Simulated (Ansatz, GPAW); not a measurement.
## Ni: programs and potentials compared

```
Ni
1.0
     2.44802    0.00000    0.00000
    -1.22401    2.12005    0.00000
     0.00000    0.00000    4.07281
Ni
2
Direct
  0.67277 0.33548 0.75541
  0.34218 0.65836 0.24447
```

This isn't the form of Ni at room conditions, which is fcc.

Atoms were shifted at random by some hundredths of an Å from the given cell, which wasn't relaxed again for these runs.

Alike in all runs: task single point; functional PBEsol; k mesh 12 × 12 × 7; occupations fermi-dirac, width 0.05 eV; collinear spin, ferromagnetic start; no spin-orbit coupling. Pressure is positive in compression and, in plane waves, holds the error of the finite cutoff, which Ansatz's Pulay term estimates and takes out.

```csv
program and potentials,plane-wave cutoff (eV),notes,pressure (GPa),net moment per atom (μB),largest force (eV/Å)
"Ansatz, Ansatz PAW",420,"potentials made for PBE, which Ansatz adapts in part; 18 valence electrons an atom on average",?,?,?
"Ansatz, all-electron LAPW, scalar-relativistic",-,-,-2.74,0.65,0.406
"GPAW, PAW data sets generated for this functional",600,16 valence electrons an atom on average; this data set often lies off other programs,0.28,0.66,0.444
```

Question: Estimate from the other rows what the run with Ansatz, Ansatz PAW gave.

Answer: Pressure -2.73 GPa; net moment per atom 0.65 μB; largest force 0.406 eV/Å. Its pressure holds a Pulay term of +0.05 GPa. The other rows, which needn't bracket it: pressure -2.74 to 0.28; net moment per atom 0.65 to 0.66; largest force 0.406 to 0.444.
